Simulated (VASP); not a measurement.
# Zn (Im-3m) in VASP: a series of runs, part 2 of 2

VASP 6.6.1. Earlier steps stand in the parts before.

## Step 3: Single point, LDA

Input file INCAR:

```
SYSTEM = Zn
PREC = Accurate
ENCUT = 460
EDIFF = 1E-7
ISMEAR = -1
SIGMA = 0.2
LREAL = .False.
LASPH = .True.
NELM = 100
ALGO = Normal
ISIF = 2
LWAVE = .False.
LCHARG = .False.
NBANDS = 12
ADDGRID = .False.
```

Input file KPOINTS:

```
Automatic mesh
0
Gamma
  15 15 15
  0 0 0
```

Input file POSCAR:

```
Zn
1.0
   -1.5690370000      1.5690370000      1.5690370000
    1.5690370000     -1.5690370000      1.5690370000
    1.5690370000      1.5690370000     -1.5690370000
Zn
1
Direct
    0.0000000000      0.0000000000      0.0000000000
```

Potentials or basis: VASP PAW LDA potentials, release 64 (Zn).

The run is started by

```sh
cat potpaw_LDA.64/Zn/POTCAR > POTCAR
mpirun -np 1 vasp_std > vasp.out
```

OUTCAR:

```text
SYSTEM = Zn
   PREC = Accurate
   ENCUT = 460
   EDIFF = 1E-7
   ISMEAR = -1
   LREAL = .False.
   LASPH = .True.
   NELM = 100
   ISIF = 2

 Found    120 irreducible k-points:

 Following reciprocal coordinates:
            Coordinates               Weight
  0.000000  0.000000  0.000000      1.000000
  0.066667  0.000000  0.000000     12.000000
  0.133333  0.000000  0.000000     12.000000
  0.200000  0.000000  0.000000     12.000000
  0.266667  0.000000  0.000000     12.000000
  0.333333  0.000000  0.000000     12.000000
   k-points           NKPTS =    120   k-points in BZ     NKDIM =    120   number of bands    NBANDS=     12
   number of dos      NEDOS =    301   number of ions     NIONS =      1
   total plane-waves  NPLWV =   8000
   dimension x,y,z NGX =    20 NGY =   20 NGZ =   20
   dimension x,y,z NGXF=    40 NGYF=   40 NGZF=   40
   ions per type =               1
   NGX,Y,Z   is equivalent  to a cutoff of  12.23, 12.23, 12.23 a.u.
   NGXF,Y,Z  is equivalent  to a cutoff of  24.47, 24.47, 24.47 a.u.
 SYSTEM =  Zn
   PREC   = accura    normal or accurate (medium, high low for compatibility)
   ISTART =      0    job   : 0-new  1-cont  2-samecut
   ICHARG =      2    charge: 1-file 2-atom 10-const
   ISPIN  =      1    spin polarized calculation?
   LNONCOLLINEAR =      F non collinear calculations
   LSORBIT =      F    spin-orbit coupling
   LASPH  =      T    aspherical Exc in radial PAW
   ENCUT  =  460.0 eV  33.81 Ry    5.81 a.u.   4.75  4.75  4.75*2*pi/ulx,y,z
   NELM   =    100;   NELMIN=  2; NELMDL= -5     # of ELM steps
   EDIFF  = 0.1E-06   stopping-criterion for ELM
   LREAL  =      F    real-space projection
   EDIFFG = 0.1E-05   stopping-criterion for IOM
   NSW    =      0    number of steps for IOM
   IBRION =     -1    ionic relax: 0-MD 1-quasi-New 2-CG
   NFREE  =      0    steps in history (QN), initial steepest desc. (CG)
   ISIF   =      2    stress and relaxation
   ISYM   =      2    0-nonsym 1-usesym 2-fastsym
   POTIM  = 0.5000    time-step for ionic-motion
   TEBEG  =    0.0;   TEEND  =   0.0 temperature during run
   PSTRESS=    0.0 pullay stress
   NELECT =      12.0000    total number of electrons
   NUPDOWN=      -1.0000    fix difference up-down
   EMIN   =  10.00;   EMAX   =-10.00  energy-range for DOS
   EFERMI =   0.00;   METHOD = LEGACY
   ISMEAR =    -1;   SIGMA  =   0.20  broadening in eV -4-tet -1-fermi 0-gaus
   EFERMI_NEDOS =   21; number of points for ismear=-14 and -15
   IALGO  =     38    algorithm
   IMIX   =      4    mixing-type and parameters
     AMIX     =   0.40;   BMIX     =  1.00
     AMIX_MAG =   1.60;   BMIX_MAG =  1.00
  volume/ion in A,a.u.               =      15.45       104.27
  Fermi-wavevector in a.u.,A,eV,Ry     =   1.504811  2.843681 30.809811  2.264457
  Thomas-Fermi vector in A             =   2.615742
   LORBIT       =      0    0 simple, 1 ext, 2 COOP (PROOUT), +10 PAW based schemes
   GGA     = CA    functional components
   LHFCALC =     F    Hartree Fock is set to
   AEXX    =    0.0000 exact exchange contribution
   IVDW    =     0    specifies the selected vdW correction
   LEPSILON=     F    determine dielectric tensor
   LRPA    =     F    only Hartree local field effects (RPA)
 non-spin polarized calculation
  energy-cutoff  :      460.00
  volume of cell :       15.45
 maximum number of plane-waves:       370
   NGX =  9   NGY =  9   NGZ =  9

 number of electron      12.0000023 magnetization

 Free energy of the ion-electron system (eV)
  ---------------------------------------------------
  ext. energy  EPLUGINS =         0.00000000
  ---------------------------------------------------
  free energy    TOTEN  =        -1.74880633 eV

  energy without entropy =       -1.70553839  energy(sigma->0) =       -1.72717236

 E-fermi :   2.8384     XC(G=0): -11.8162

 val. band max:        2.8291806462   @ k =  -0.4000  -0.4000   0.0667
 cond. band min:       3.0104955080   @ k =  -0.4667  -0.4667   0.2000
 fundamental gap:      0.1813148618
 Fermi energy:         2.8383769340

 k-point     1 :       0.0000    0.0000    0.0000
  band No.  band energies     occupation
      1      -7.4872      2.00000
      2      -4.9812      2.00000
      3      -4.9812      2.00000
      4      -4.9812      2.00000
      5      -4.4777      2.00000
      6      -4.4777      2.00000
      7      21.5746      0.00000
      8      21.5746      0.00000
      9      21.5746      0.00000
     10      23.6938      0.00000
     11      23.6938      0.00000
     12      23.6938      0.00000

 k-point     2 :       0.0667    0.0000    0.0000
  band No.  band energies     occupation
      1      -7.3471      2.00000
      2      -4.9942      2.00000
      3      -4.9778      2.00000
      4      -4.9482      2.00000
      5      -4.4899      2.00000
      6      -4.4768      2.00000
      7      19.7584      0.00000
      8      20.6124      0.00000
      9      21.0273      0.00000
     10      22.4652      0.00000
     11      22.6412      0.00000
     12      23.3900      0.00000

 k-point     3 :       0.1333    0.0000    0.0000
  band No.  band energies     occupation
      1      -6.9372      2.00000
      2      -5.0309      2.00000
      3      -4.9640      2.00000
      4      -4.8536      2.00000
      5      -4.5182      2.00000
      6      -4.4744      2.00000
      7      16.4738      0.00000
      8      19.0071      0.00000
      9      19.7580      0.00000
     10      21.3571      0.00000
     11      21.6408      0.00000
     12      23.6183      0.00000

 k-point     4 :       0.2000    0.0000    0.0000
  band No.  band energies     occupation
      1      -6.3140      2.00000
      2      -5.0848      2.00000
      3      -4.8969      2.00000
      4      -4.7105      2.00000
      5      -4.5419      2.00000
      6      -4.4701      2.00000
      7      13.1949      0.00000
      8      17.4755      0.00000
      9      18.4428      0.00000
     10      20.2843      0.00000
     11      20.9409      0.00000
     12      24.3313      0.00000

 k-point     5 :       0.2667    0.0000    0.0000
  band No.  band energies     occupation
      1      -5.7450      2.00000
      2      -5.1464      2.00000
      3      -4.5587      2.00000
      4      -4.5403      2.00000
      5      -4.5034      2.00000
      6      -4.4640      2.00000
      7      10.0972      0.00000
      8      16.1596      0.00000
      9      17.3129      0.00000
     10      19.4405      0.00000
     11      20.3806      0.00000
     12      25.3841      0.00000

 k-point     6 :       0.3333    0.0000    0.0000
  band No.  band energies     occupation
      1      -5.5778      2.00000
      2      -5.2050      2.00000
      3      -4.5360      2.00000
      4      -4.4571      2.00000
      5      -4.3711      2.00000
      6      -3.4631      2.00000
      7       7.2250      0.00000
      8      15.1192      0.00000
      9      16.4343      0.00000
     10      18.8191      0.00000
     11      19.9729      0.00000
     12      26.7256      0.00000

 [... further k-points ...]

------------------------ aborting loop because EDIFF is reached ----------------------------------------

  FORCE on cell =-STRESS in cart. coord.  units (eV):
  Direction    XX          YY          ZZ          XY          YZ          ZX
  --------------------------------------------------------------------------------------
  -------------------------------------------------------------------------------------
  Total       -0.7651331     -0.7651331     -0.7651331      0.0000000      0.0000000     -0.0000000
  in kB      -79.3392425    -79.3392425    -79.3392425      0.0000000      0.0000000     -0.0000000
  external PRESSURE =     -79.3392425 kB  Pullay stress =       0.0000000 kB

 VOLUME and BASIS-vectors are now :
 -----------------------------------------------------------------------------
  energy-cutoff  :      460.00
  volume of cell :       15.45
      direct lattice vectors                 reciprocal lattice vectors
    -1.569037000  1.569037000  1.569037000     0.000000000  0.318666800  0.318666800
     1.569037000 -1.569037000  1.569037000     0.318666800  0.000000000  0.318666800
     1.569037000  1.569037000 -1.569037000     0.318666800  0.318666800  0.000000000

 POSITION                                       TOTAL-FORCE (eV/Angst)
 -----------------------------------------------------------------------------------
      0.00000      0.00000      0.00000        -0.000000      0.000000     -0.000000
 -----------------------------------------------------------------------------------
    total drift:                                0.000000     -0.000000      0.000000

  FREE ENERGIE OF THE ION-ELECTRON SYSTEM (eV)
  ---------------------------------------------------
  free  energy   TOTEN  =        -1.7488063325 eV

  energy  without entropy=       -1.7055383874  energy(sigma->0) =       -1.72717236
```

stdout:

```text
POSCAR found type information on POSCAR Zn
 POSCAR found :  1 types and       1 ions
 scaLAPACK will be used
 LDA part: xc-table for (Slater(with rela. corr.)+CA(PZ))
 , standard interpolation
 POSCAR, INCAR and KPOINTS ok, starting setup
 FFT: planning ... GRIDC
 FFT: planning ... GRID_SOFT
 FFT: planning ... GRID
 WAVECAR not read
 entering main loop
```

Run time: 8.6 s. Hardware: 1 thread of Intel Xeon Platinum 8488C (Sapphire Rapids), shared host; peak memory 0.12 GiB.

These settings aren't checked as converged: the numbers below hold their error.

What came out:

- Free energy: -1.7488 eV
- Pressure: -7.9 GPa
- Band gap on the k mesh: none (metal or under the smearing width)

## Step 4: Single point, LDA

Edit INCAR of step 3 so:

```diff
@@ -5,3 +5,3 @@
 ISMEAR = -1
-SIGMA = 0.2
+SIGMA = 0.1
 LREAL = .False.
```

KPOINTS is that of step 3.

POSCAR is that of step 3.

The run is started by

```sh
cat potpaw_LDA.64/Zn/POTCAR > POTCAR
mpirun -np 1 vasp_std > vasp.out
```

It took 8.5 s on 1 thread of Intel Xeon Platinum 8488C (Sapphire Rapids), shared host; peak memory 0.12 GiB.

These settings aren't checked as converged: the numbers below hold their error.

What came out:

```
Free energy            : -1.7327 eV
Pressure               : -8.1 GPa
Band gap on the k mesh : none (metal or under the smearing width)
```

## Step 5: Single point, LDA

Edit INCAR of step 4 so:

```diff
@@ -5,3 +5,3 @@
 ISMEAR = -1
-SIGMA = 0.1
+SIGMA = 0.05
 LREAL = .False.
```

KPOINTS is that of step 4.

POSCAR is that of step 4.

The run is started by

```sh
cat potpaw_LDA.64/Zn/POTCAR > POTCAR
mpirun -np 1 vasp_std > vasp.out
```

It took 8.6 s on 1 thread of Intel Xeon Platinum 8488C (Sapphire Rapids), shared host; peak memory 0.12 GiB.

The run converged, but some of its settings lie outside the range that counts as converged, so its numbers aren't taken as properties of the crystal.

Results:

| Property | Result |
| --- | --- |
| Free energy | -1.7289 eV |
| Pressure | -8.2 GPa |
| Band gap on the k mesh | none (metal or under the smearing width) |

## Step 6: Single point, LDA

Edit INCAR of step 5 so:

```diff
@@ -5,3 +5,3 @@
 ISMEAR = -1
-SIGMA = 0.05
+SIGMA = 0.02
 LREAL = .False.
```

KPOINTS is that of step 5.

POSCAR is that of step 5.

Potentials or basis: VASP PAW LDA potentials, release 64 (Zn).

The run is started by

```sh
cat potpaw_LDA.64/Zn/POTCAR > POTCAR
mpirun -np 1 vasp_std > vasp.out
```

It took 8.6 s on 1 thread of Intel Xeon Platinum 8488C (Sapphire Rapids), shared host; peak memory 0.12 GiB.

These settings aren't checked as converged: the numbers below hold their error.

What came out:

```yaml
Free_energy: -1.7278 eV
Pressure: -8.2 GPa
Band_gap_on_the_k_mesh: none (metal or under the smearing width)
```

## Step 7: The reference run

An earlier run on the cell as given: functional PBEsol; potentials or basis VASP PAW PBE potentials, release 64 (Zn); cutoff 520 eV; k mesh 12 × 12 × 12; occupations fermi-dirac, width 0.05 eV; no spin polarisation.

* Pressure: -4.9 GPa
* Band gap on the k mesh: none (metal or under the smearing width)
